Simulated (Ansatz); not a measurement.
Input of an Ansatz 0.2.0 run:

The input input.yaml:

```yaml
crystal:
  lattice:
    - [2.71047, 0.0, 0.0]
    - [0.0, 2.71047, 0.0]
    - [0.0, 0.0, 2.71047]
  atoms:
    - { symbol: Ge, position: [0.0, 0.0, 0.0] }
hamiltonian:
  xc: pbe0
  pseudopotentials: { kind: paw }
kpoints:
  mp_grid: { grid: [6, 6, 6] }
scf:
  occupations: { method: fermi_dirac, width: 0.05 }
  n_extra_bands: 6
output:
  forces: true
  stress: true
  eigenvalues: true
  dos: { projected: true, de: 0.05 }
  write_density: true
  write_potential: true
  elf: true
  volumetric_format: npy
```

Potentials or basis: Ansatz PAW.

Run with:

```bash
$ ansatz run input.yaml --threads 2 --pin off --max-ram 5632MiB --backend cpu --events-out ev --progress --plain --runs-dir out
```

Task: What does it give for the pressure?

Result: -2.9 GPa.

Task: What does it give for the band gap on the k mesh?

Result: None (metal or under the smearing width).

Task: Predict the density of states at the Fermi level.

Result: 0.33 states/eV per cell.

States per cell in windows of 1 eV (zero at the Fermi level; states under -8 eV left out):
| from (eV) | total | Ge 4p | Ge 4s |
| --- | --- | --- | --- |
| -8.0 | 0.19 | 0.06 | 0.13 |
| -7.0 | 0.16 | 0.07 | 0.09 |
| -6.0 | 0.20 | 0.15 | 0.05 |
| -5.0 | 0.33 | 0.29 | 0.04 |
| -4.0 | 0.44 | 0.41 | 0.03 |
| -3.0 | 0.48 | 0.44 | 0.03 |
| -2.0 | 0.34 | 0.31 | 0.02 |
| -1.0 | 0.30 | 0.26 | 0.03 |
| 0.0 | 0.44 | 0.36 | 0.07 |
| 1.0 | 0.34 | 0.28 | 0.05 |
| 2.0 | 0.29 | 0.24 | 0.04 |
| 3.0 | 0.33 | 0.25 | 0.05 |
| 4.0 | 0.48 | 0.32 | 0.07 |
| 5.0 | 0.46 | 0.26 | 0.06 |
| 6.0 | 0.61 | 0.30 | 0.06 |
| 7.0 | 0.50 | 0.28 | 0.04 |

Caveat: the k mesh is coarse (spacing up to 0.39 Å⁻¹), so the values aren't converged, least of all with exact exchange; the PAW data sets come from PBE, with cores solved anew for the run's functional, which leaves a small shift of forces and pressure; the density of states is complete only up to the lowest level of the last band computed; the thresholds are loose for stress.
